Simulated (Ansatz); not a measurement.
**BeTe (F-43m): how far a G0W0 gap depends on its settings**

Aim: test how the G0W0 gap of BeTe built on the zincblende prototype moves with the number of bands, the screening cutoff and the other choices.

Code: Ansatz 0.2.0. G0W0, plane waves. (Simulation; spin polarisation is off.)

## 1. Starting point

The cell was relaxed beforehand with r2SCAN.

It is cubic, F-43m (No. 216); a = 5.657 Å in the conventional setting, 22.63 Å³ an atom. Near Be stand 4 Te at 2.45 Å; near Te stand 4 Be at 2.45 Å.

Coordinates:

```
Be Te
1.0
     0.00000    2.82862    2.82862
     2.82862    0.00000    2.82862
     2.82862    2.82862    0.00000
Be Te
1 1
Direct
  0.00000 0.00000 0.00000
  0.25000 0.25000 0.25000
```

## 2. 73 empty bands, 80 eV

input.yaml reads:

```yaml
crystal:
  lattice:
    - [0.0, 2.8286236236, 2.8286236236]
    - [2.8286236236, 0.0, 2.8286236236]
    - [2.8286236236, 2.8286236236, 0.0]
  atoms:
    - { symbol: Be, position: [0.0, 0.0, 0.0] }
    - { symbol: Te, position: [0.25, 0.25, 0.25] }
kpoints:
  mp_grid: { grid: [4, 4, 4] }
hamiltonian:
  xc: pbe
scf:
  occupations: { method: fixed }
gw:
  n_empty_bands: 73
  ecut_chi: 80
  qp_bands: [v2, c2]
  qp_kpoints: band_edges
  screening: { model: contour_deformation }
```

Started as:

```sh
ansatz run input.yaml --threads 2 --pin off --max-ram 3686MiB --backend cpu --events-out ev --progress --plain --runs-dir out
```

## 3. 170 empty bands, 140 eV

input.yaml: that of step 2 with these lines changed.

```diff
@@ -15,4 +15,4 @@
 gw:
-  n_empty_bands: 73
-  ecut_chi: 80
+  n_empty_bands: 170
+  ecut_chi: 140
   qp_bands: [v2, c2]
```

## 4. 312 empty bands, 210 eV

input.yaml: that of step 3 with these lines changed.

```diff
@@ -15,4 +15,4 @@
 gw:
-  n_empty_bands: 170
-  ecut_chi: 140
+  n_empty_bands: 312
+  ecut_chi: 210
   qp_bands: [v2, c2]
```

## 5. Starting from HSE06

input.yaml: that of step 4 with these lines changed.

```diff
@@ -11,3 +11,3 @@
 hamiltonian:
-  xc: pbe
+  xc: hse06
 scf:
@@ -15,4 +15,4 @@
 gw:
-  n_empty_bands: 312
-  ecut_chi: 210
+  n_empty_bands: 170
+  ecut_chi: 140
   qp_bands: [v2, c2]
```

## 6. Starting from LDA

input.yaml: that of step 5 with these lines changed.

```diff
@@ -11,3 +11,3 @@
 hamiltonian:
-  xc: hse06
+  xc: lda
 scf:
```

## 7. Starting from r2SCAN

input.yaml: that of step 6 with these lines changed.

```diff
@@ -11,3 +11,3 @@
 hamiltonian:
-  xc: lda
+  xc: r2scan
 scf:
```

## 8. A plasmon pole in place of the full frequency dependence

input.yaml: that of step 7 with these lines changed.

```diff
@@ -11,3 +11,3 @@
 hamiltonian:
-  xc: r2scan
+  xc: pbe
 scf:
@@ -19,2 +19,2 @@
   qp_kpoints: band_edges
-  screening: { model: contour_deformation }
+  screening: { model: godby_needs }
```

## 9. A finer mesh, 6×6×6

input.yaml: that of step 8 with these lines changed.

```diff
@@ -9,3 +9,3 @@
 kpoints:
-  mp_grid: { grid: [4, 4, 4] }
+  mp_grid: { grid: [6, 6, 6] }
 hamiltonian:
@@ -15,6 +15,6 @@
 gw:
-  n_empty_bands: 170
-  ecut_chi: 140
+  n_empty_bands: 73
+  ecut_chi: 80
   qp_bands: [v2, c2]
   qp_kpoints: band_edges
-  screening: { model: godby_needs }
+  screening: { model: contour_deformation }
```

## 10. Norm-conserving pseudopotentials

input.yaml: that of step 9 with these lines changed.

```diff
@@ -9,5 +9,6 @@
 kpoints:
-  mp_grid: { grid: [6, 6, 6] }
+  mp_grid: { grid: [4, 4, 4] }
 hamiltonian:
   xc: pbe
+  pseudopotentials: { kind: nc }
 scf:
@@ -15,4 +16,4 @@
 gw:
-  n_empty_bands: 73
-  ecut_chi: 80
+  n_empty_bands: 170
+  ecut_chi: 140
   qp_bands: [v2, c2]
```

**Question.** What will these runs give? Wanted: for each run, start; potentials; frequencies; empty bands; cutoff; Kohn-Sham gap; G0W0 gap.

**Answer**, as computed:

```
 start  potentials  frequencies  empty bands  cutoff (eV)   mesh  Kohn-Sham gap (eV)  G0W0 gap (eV)
   PBE         PAW         full           73           80  4×4×4                2.01           2.67
   PBE         PAW         full          170          140  4×4×4                2.01           2.82
   PBE         PAW         full          312          210  4×4×4                2.01           2.88
 HSE06         PAW         full          170          140  4×4×4                2.71           3.12
   LDA         PAW         full          170          140  4×4×4                1.90           2.76
r2SCAN         PAW         full          170          140  4×4×4                2.37           3.01
   PBE         PAW         pole          170          140  4×4×4                2.01           2.80
   PBE         PAW         full           73           80  6×6×6                2.02           2.71
   PBE          NC         full          170          140  4×4×4                2.01           2.79
```

Gaps are those on each run's own mesh.

With bands and cutoff raised together, from 73 bands at 80 eV to 312 at 210 eV, the gap moves by +0.21 eV, and on the last rung by +0.06 eV; extrapolated in 1/N from the last two rungs, the limit on this k mesh would lie near 2.9 eV. The starting point matters: against PBE, HSE06 gives +0.29 eV, LDA gives -0.07 eV, r2SCAN gives +0.18 eV. The plasmon pole changes the gap by -0.024 eV. Norm-conserving potentials change it by -0.031 eV. On the finer mesh the quasiparticle shift is +0.69 eV, against +0.66 eV on the coarse one. Spin-orbit coupling is left out.
